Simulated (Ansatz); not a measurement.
## Structure relaxation of Ru

Computed with DFT r2SCAN, scalar-relativistic, plane waves, PAW (Ansatz). Cutoff 500 eV, Γ-centred k mesh, Gaussian smearing, no spin polarisation in the final step.

Ru was placed on the samarium (9R) structure type (R-3m, No. 166), at a guessed volume.

```
CELL_PARAMETERS angstrom
1.41304 0.81582 6.82913
-1.41304 0.81582 6.82913
0.00000 -1.63164 6.82913
ATOMIC_POSITIONS crystal
Ru 0.00000 0.00000 0.00000
Ru 0.22222 0.22222 0.22222
Ru 0.77778 0.77778 0.77778
```

Cell and atoms relax at zero pressure; the relaxation can't lower the symmetry of the start. After a coarse first stage the cell is made exact in the group found at 0.06 Å.

Energies count from the standard state of Ru at the same level.

(1) What does it relax into?

(2) What are its volume, energy, density and gap?

Results:

(1) It keeps R-3m (No. 166). The result has the samarium (9R) structure. Conventional cell: a = 2.699 Å, c = 19.304 Å. Ru on Wyckoff site a (1 atom of the primitive cell) has 12 Ru at 2.68–2.70 Å; Ru on Wyckoff site c (2 atoms of the primitive cell) is coordinated by 12 Ru at 2.60–2.70 Å.

Space group R-3m:H (No. 166). a = 2.699 Å, b = 2.699 Å, c = 19.304 Å, α = 90.00°, β = 90.00°, γ = 120.00°
```csv
atom,site,symmetry,x,y,z
Ru,3a,-3m,0.0000,0.0000,0.0000
Ru,6c,3m,0.3333,0.6667,0.8873
```

(2) The volume per atom is 13.53 Å³. The density is 12.41 g/cm³. The energy over the standard structure is 0.04 eV/atom and the gap on the 21×21×21 mesh is 0 eV (a metal).

The final run used a 21×21×21 mesh on its 3-atom cell and 0.10 eV smearing. For metals, differences of a few meV/atom aren't resolved. A structure relaxed within its symmetry needn't be a true minimum.